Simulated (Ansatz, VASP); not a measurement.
# CuI (Marshite): VASP beside Ansatz

```xyz
2
Lattice="0.0000 3.0315 3.0315 3.0315 0.0000 3.0315 3.0315 3.0315 0.0000" Properties=species:S:1:pos:R:3 pbc="T T T"
I     0.0000    0.0000    0.0000
Cu    4.5473    4.5473    4.5473
```

Alike in both runs: task single point; functional PBE; k mesh 8 × 8 × 8; occupations gaussian, width 0.027 eV; no spin polarisation.

|  | VASP | Ansatz |
| --- | --- | --- |
| version | VASP 6.6.1 | Ansatz 0.2.0 |
| potentials or method | VASP PAW PBE potentials, release 64 (I, Cu), cutoff 520 eV | all-electron LAPW, scalar-relativistic |

Ansatz gave:

| Quantity | Value |
| --- | --- |
| gap on the k mesh at the Fermi level (eV) | 1.12 |
| least direct gap on the mesh (eV) | 1.12 |
| pressure (GPa) | 0.3 |

**Question.** Estimate VASP's values.

**Answer.** gap on the k mesh at the Fermi level (eV): 1.14; least direct gap on the mesh (eV): 1.14; pressure (GPa): 0.7.

Ansatz ran all-electron here, so the differences hold the error of VASP's frozen core and of both bases.

Caveats: spin-orbit coupling is left out, which moves the levels of the heavy elements.
